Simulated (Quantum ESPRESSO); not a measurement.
# Optical response of KCl (Sylvite)

Aim: the dielectric function of KCl (Sylvite), and the optical constants that follow from it.

Program: Quantum ESPRESSO 7.5. Level of theory: DFT, PBE, plane waves with norm-conserving potentials (PseudoDojo), scalar-relativistic, independent-particle optical response without local fields and without the non-local commutator. Results are calculated unless marked as measured.

## 1. Starting point

Symmetry: Fm-3m, No. 225, cubic system. Conventional cell: a = 6.293 Å, b = 6.293 Å, c = 6.293 Å, α = 90.00°, β = 90.00°, γ = 90.00°. Nearest to K lie 6 Cl at 3.15 Å. Nearest to Cl lie 6 K at 3.15 Å. Farther neighbours and most contacts between anions are not listed.

## 2. Ground state

The self-consistent density comes first; it also tells whether there is a gap, which decides the occupations and the need for a Drude term.

This step: DFT, PBE, plane waves with norm-conserving potentials (PseudoDojo), scalar-relativistic, ground state (Quantum ESPRESSO 7.5).

scf.in

```
&control
  calculation = 'scf'
  prefix = 'x'
  outdir = './tmp'
  pseudo_dir = './'
  verbosity = 'high'
/
&system
  ibrav = 0
  nat = 2
  ntyp = 2
  ecutwfc = 70
  occupations = 'smearing'
  smearing = 'fd'
  degauss = 0.003675
  nbnd = 12
/
&electrons
  conv_thr = 1e-09
  electron_maxstep = 100
/
ATOMIC_SPECIES
  K 1.0 K.upf
  Cl 1.0 Cl.upf
CELL_PARAMETERS angstrom
  0.000000000000 3.146470000000 3.146470000000
  3.146470000000 0.000000000000 3.146470000000
  3.146470000000 3.146470000000 0.000000000000
ATOMIC_POSITIONS crystal
  K 0.000000000000 0.000000000000 0.000000000000
  Cl 0.500000000000 0.500000000000 0.500000000000
K_POINTS automatic
  6 6 6 0 0 0
```

The run is started by

```sh
$ mpirun -n 4 pw.x -nk 4 -in scf.in
```

Log:

```text
for quantum simulation of materials; please cite

     using ibrav=0 with symmetry is DISCOURAGED, use correct ibrav instead

     G-vector sticks info
     --------------------
     sticks:   dense  smooth     PW     G-vecs:    dense   smooth      PW
     Sum        1369    1369    397                33319    33319    5161

     Using Slab Decomposition

     bravais-lattice index     =            0
     lattice parameter (alat)  =       8.4089  a.u.
     unit-cell volume          =     420.4336 (a.u.)^3
     number of atoms/cell      =            2
     number of atomic types    =            2
     number of electrons       =        16.00
     number of Kohn-Sham states=           12
     kinetic-energy cutoff     =      70.0000  Ry
     charge density cutoff     =     280.0000  Ry
     scf convergence threshold =      1.0E-09
     mixing beta               =       0.7000
     number of iterations used =            8  plain     mixing
     Exchange-correlation= PBE
                           (   1   4   3   4   0   0   0)

     celldm(1)=   8.408867  celldm(2)=   0.000000  celldm(3)=   0.000000
     celldm(4)=   0.000000  celldm(5)=   0.000000  celldm(6)=   0.000000

     crystal axes: (cart. coord. in units of alat)
               a(1) = (   0.000000   0.707107   0.707107 )
               a(2) = (   0.707107   0.000000   0.707107 )
               a(3) = (   0.707107   0.707107   0.000000 )

     reciprocal axes: (cart. coord. in units 2 pi/alat)
               b(1) = ( -0.707107  0.707107  0.707107 )
               b(2) = (  0.707107 -0.707107  0.707107 )
               b(3) = (  0.707107  0.707107 -0.707107 )

     ./K.upf
     Pseudo is Norm-conserving + core correction, Zval =  9.0
     Generated using ONCVPSP code by D. R. Hamann
     Using radial grid of 2222 points,  6 beta functions with:
                l(1) =   0
                l(2) =   0
                l(3) =   1
                l(4) =   1
                l(5) =   2
                l(6) =   2

     ./Cl.upf
     Pseudo is Norm-conserving + core correction, Zval =  7.0
     Generated using ONCVPSP code by D. R. Hamann
     Using radial grid of 1028 points,  6 beta functions with:
                l(1) =   0
                l(2) =   0
                l(3) =   1
                l(4) =   1
                l(5) =   2
                l(6) =   2

     atomic species   valence    mass     pseudopotential
     K                 9.00     1.00000     K ( 1.00)
     Cl                7.00     1.00000     Cl( 1.00)

     48 Sym. Ops., with inversion, found

                                    s                        frac. trans.

     [... symmetry matrices left out ...]
   Cartesian axes

     site n.     atom                  positions (alat units)
         1        K      tau(   1) = (   0.0000000   0.0000000   0.0000000  )
         2        Cl     tau(   2) = (   0.7071068   0.7071068   0.7071068  )

   Crystallographic axes

     site n.     atom                  positions (cryst. coord.)
         1        K      tau(   1) = (  0.0000000  0.0000000  0.0000000  )
         2        Cl     tau(   2) = (  0.5000000  0.5000000  0.5000000  )

     number of k points=    16  Fermi-Dirac smearing, width (Ry)=  0.0037
                       cart. coord. in units 2pi/alat
        k(    1) = (   0.0000000   0.0000000   0.0000000), wk =   0.0092593
        k(    2) = (   0.1178511   0.1178511  -0.1178511), wk =   0.0740741
        k(    3) = (   0.2357023   0.2357023  -0.2357023), wk =   0.0740741
        k(    4) = (  -0.3535534  -0.3535534   0.3535534), wk =   0.0370370
        k(    5) = (   0.2357023   0.0000000  -0.0000000), wk =   0.0555556
        k(    6) = (   0.3535534   0.1178511  -0.1178511), wk =   0.2222222
        k(    7) = (  -0.2357023  -0.4714045   0.4714045), wk =   0.2222222
        k(    8) = (  -0.1178511  -0.3535534   0.3535534), wk =   0.2222222
        k(    9) = (   0.0000000  -0.2357023   0.2357023), wk =   0.1111111
        k(   10) = (   0.4714045   0.0000000  -0.0000000), wk =   0.0555556
        k(   11) = (  -0.1178511  -0.5892557   0.5892557), wk =   0.2222222
        k(   12) = (  -0.0000000  -0.4714045   0.4714045), wk =   0.1111111
        k(   13) = (  -0.7071068   0.0000000   0.0000000), wk =   0.0277778
        k(   14) = (  -0.2357023  -0.4714045   0.7071068), wk =   0.2222222
        k(   15) = (  -0.1178511  -0.3535534   0.5892557), wk =   0.2222222
        k(   16) = (  -0.7071068   0.2357023   0.0000000), wk =   0.1111111

                       cryst. coord.
[...]
k(    9) = (  -0.0000000   0.1666667  -0.1666667), wk =   0.1111111
        k(   10) = (  -0.0000000   0.3333333   0.3333333), wk =   0.0555556
        k(   11) = (   0.0000000   0.3333333  -0.5000000), wk =   0.2222222
        k(   12) = (   0.0000000   0.3333333  -0.3333333), wk =   0.1111111
        k(   13) = (   0.0000000  -0.5000000  -0.5000000), wk =   0.0277778
        k(   14) = (   0.1666667   0.3333333  -0.5000000), wk =   0.2222222
        k(   15) = (   0.1666667   0.3333333  -0.3333333), wk =   0.2222222
        k(   16) = (   0.1666667  -0.5000000  -0.3333333), wk =   0.1111111

     Dense  grid:    33319 G-vectors     FFT dimensions: (  45,  45,  45)

     Initial potential from superposition of free atoms

     starting charge      15.9808, renormalised to      16.0000
     Starting wfcs are    9 randomized atomic wfcs +    3 random wfcs

     Self-consistent Calculation

     iteration #  1     ecut=    70.00 Ry     beta= 0.70
     Davidson diagonalization with overlap

            54 MiB given to the printing process from OS
            26 MiB allocation reported by mallinfo(arena+hblkhd)
------------------
     ethr =  1.00E-02,  avg # of iterations =  5.9

     Threshold (ethr) on eigenvalues was too large:
     Diagonalizing with lowered threshold

     Davidson diagonalization with overlap

            58 MiB given to the printing process from OS
            29 MiB allocation reported by mallinfo(arena+hblkhd)
------------------
     ethr =  4.66E-04,  avg # of iterations =  2.8

     total energy              =     -93.17169610 Ry
     estimated scf accuracy    <       0.07183961 Ry

     iteration #  2     ecut=    70.00 Ry     beta= 0.70
     Davidson diagonalization with overlap

            68 MiB given to the printing process from OS
            39 MiB allocation reported by mallinfo(arena+hblkhd)
------------------
     ethr =  4.49E-04,  avg # of iterations =  4.8

     total energy              =     -93.19218995 Ry
     estimated scf accuracy    <       0.02101234 Ry

     iteration #  3     ecut=    70.00 Ry     beta= 0.70
     Davidson diagonalization with overlap

            68 MiB given to the printing process from OS
            40 MiB allocation reported by mallinfo(arena+hblkhd)
------------------
     ethr =  1.31E-04,  avg # of iterations =  4.1

     total energy              =     -93.19675908 Ry
     estimated scf accuracy    <       0.00034216 Ry

     iteration #  4     ecut=    70.00 Ry     beta= 0.70
     Davidson diagonalization with overlap

            70 MiB given to the printing process from OS
            41 MiB allocation reported by mallinfo(arena+hblkhd)
------------------
     c_bands:  2 eigenvalues not converged
     ethr =  2.14E-06,  avg # of iterations = 12.8

     total energy              =     -93.19686255 Ry
     estimated scf accuracy    <       0.00000866 Ry

     iteration #  5     ecut=    70.00 Ry     beta= 0.70
     Davidson diagonalization with overlap

            71 MiB given to the printing process from OS
            42 MiB allocation reported by mallinfo(arena+hblkhd)
------------------
     ethr =  5.41E-08,  avg # of iterations =  3.5

     total energy              =     -93.19686586 Ry
     estimated scf accuracy    <       0.00000042 Ry

     iteration #  6     ecut=    70.00 Ry     beta= 0.70
     Davidson diagonalization with overlap

            71 MiB given to the printing process from OS
            43 MiB allocation reported by mallinfo(arena+hblkhd)
------------------
     ethr =  2.62E-09,  avg # of iterations =  3.5

     total energy              =     -93.19686618 Ry
     estimated scf accuracy    <       0.00000008 Ry

     iteration #  7     ecut=    70.00 Ry     beta= 0.70
     Davidson diagonalization with overlap

            73 MiB given to the printing process from OS
            44 MiB allocation reported by mallinfo(arena+hblkhd)
------------------
     ethr =  5.05E-10,  avg # of iterations =  2.0

     End of self-consistent calculation

          k = 0.0000 0.0000 0.0000 (  4111 PWs)   bands (ev):

   -26.2908 -11.2133  -9.7511  -9.7511  -9.7511   0.9044   0.9044   0.9044
     6.0940   9.2711   9.2711   9.2711

     occupation numbers
     1.0000   1.0000   1.0000   1.0000   1.0000   1.0000   1.0000   1.0000
     0.0000   0.0000   0.0000   0.0000

          k = 0.1179 0.1179-0.1179 (  4155 PWs)   bands (ev):

   -26.2881 -11.2647  -9.7535  -9.7535  -9.6864   0.5912   0.8188   0.8188
     6.7283   9.1024   9.6125   9.6125

     occupation numbers
     1.0000   1.0000   1.0000   1.0000   1.0000   1.0000   1.0000   1.0000
     0.0000   0.0000   0.0000   0.0000

          k = 0.2357 0.2357-0.2357 (  4164 PWs)   bands (ev):

   -26.2828 -11.3568  -9.7581  -9.7581  -9.5671   0.0752   0.6566   0.6566
     7.9537   9.1688  10.5379  10.5379

     occupation numbers
     1.0000   1.0000   1.0000   1.0000   1.0000   1.0000   1.0000   1.0000
     0.0000   0.0000   0.0000   0.0000

          k =-0.3536-0.3536 0.3536 (  4164 PWs)   bands (ev):

   -26.2802 -11.3987  -9.7604  -9.7604  -9.5112  -0.1474   0.5796   0.5796
     8.4868   9.5074  11.4055  11.4056

     occupation numbers
     1.0000   1.0000   1.0000   1.0000   1.0000   1.0000   1.0000   1.0000
     0.0000   0.0000   0.0000   0.0000

     [... further k points left out ...]

     the Fermi energy is     2.3368 ev

!    total energy              =     -93.19686620 Ry
     estimated scf accuracy    <          7.4E-10 Ry
     smearing contrib. (-TS)   =      -0.00000000 Ry
     internal energy E=F+TS    =     -93.19686620 Ry

     The total energy is F=E-TS. E is the sum of the following terms:
     one-electron contribution =     -29.53913488 Ry
     hartree contribution      =      19.88441845 Ry
     xc contribution           =     -21.87526973 Ry
     ewald contribution        =     -61.66688004 Ry

     convergence has been achieved in   7 iterations

     XML data file, charge density, pseudopotentials, collected wavefunctions

                                        0.00s GPU  (     207 calls)

=------------------------------------------------------------------------------=
   JOB DONE.
=------------------------------------------------------------------------------=
```

Run time: 4 s. Hardware: 4 MPI ranks of Arm Neoverse V2, shared host; peak memory 0.07 GiB; 16 s of CPU time.

Read-outs, printed or worked out from the files:

| Item | Value |
| --- | --- |
| total energy | -93.20 Ry |
| gap on the k-mesh | 5.190 eV |
| direct gap on the mesh | 5.190 eV |

There is a gap, 5.19 eV on this mesh (points off the mesh can give less), so no carriers' term is needed.

(Continued in part 2 of 3.)

[Machine, clock, banner and «Message from routine» lines are left out of the logs.]

[Logs are printed without paths, hosts, clocks, repeated set-up lines and the standing remarks that a program may print on its own settings, such as how far it seeks lower states.]

[Hosts, paths, dates, database ids (printed as entryN), source tags and the programs' standing remarks are cut or masked in the printed files.]
